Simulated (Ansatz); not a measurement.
Relaxation of Cr

All numbers below come from DFT PBE, scalar-relativistic, plane waves, PAW (Ansatz 0.2.0). (420 eV cutoff, 20×20×20 k-mesh, Gaussian smearing of 0.10 eV, no spin polarisation)

What was changed in W: W → Cr on all its sites, cell and atoms relaxed.

Command:

```bash
ansatz run input.yaml --threads 1 --pin off --max-ram 2560MiB --backend cpu --events-out ev --progress --plain --runs-dir out
```

Input:

```yaml
crystal:
  lattice:
    - [-1.4331289437, 1.4331289437, 1.4331289437]
    - [1.4331289437, -1.4331289437, 1.4331289437]
    - [1.4331289437, 1.4331289437, -1.4331289437]
  atoms:
    - { symbol: Cr, position: [0.0, 0.0, 0.0] }
basis:
  ecutwfc: 420
kpoints:
  mp_grid: { grid: [20, 20, 20] }
hamiltonian:
  xc: pbe
scf:
  occupations: { method: gaussian, width: 0.1 }
output:
  forces: true
  stress: true
  eigenvalues: true
relax:
  adjacent_minimum: "off"
  f_tol: 0.01
  max_steps: 60
  cell: { stress_tol: 0.1 }
```

F is the free energy. Steps run on the plane waves of an earlier cell, but the last one, and at times one on the way, on a freshly chosen basis, so a repeated geometry can differ a little in energy.

Steps:

```
step F − F(1) (eV) largest force component (eV/Å) V (Å³/atom) P (GPa)
   1         0.0000                           0.000       11.774    -4.79
   2        -0.0035                           0.000       11.583    -0.77
   3        -0.0036                           0.000       11.547     0.02
   4        -0.0034                           0.000       11.547     0.02
```

Relaxed structure:

```cif
data_structure
_symmetry_space_group_name_H-M 'P 1'
_symmetry_Int_Tables_number 1
_cell_length_a 2.4662
_cell_length_b 2.4662
_cell_length_c 2.4662
_cell_angle_alpha 109.471
_cell_angle_beta 109.471
_cell_angle_gamma 109.471
_cell_volume 11.55
loop_
_atom_site_label
_atom_site_type_symbol
_atom_site_fract_x
_atom_site_fract_y
_atom_site_fract_z
_atom_site_occupancy
Cr1 Cr 0.00000 0.00000 0.00000 1
```

The structure is cubic, space group Im-3m (No. 229). Conventional cell: a = 2.848 Å, b = 2.848 Å, c = 2.848 Å, α = 90.00°, β = 90.00°, γ = 90.00°. Cr (site symmetry m-3m) has 8 Cr at 2.47 Å as nearest neighbours.

The run converged. The run took 5.7 s on 1 thread of Intel(R) Xeon(R) 6975P-C (Granite Rapids) (shared host), peak memory 0.38 GiB.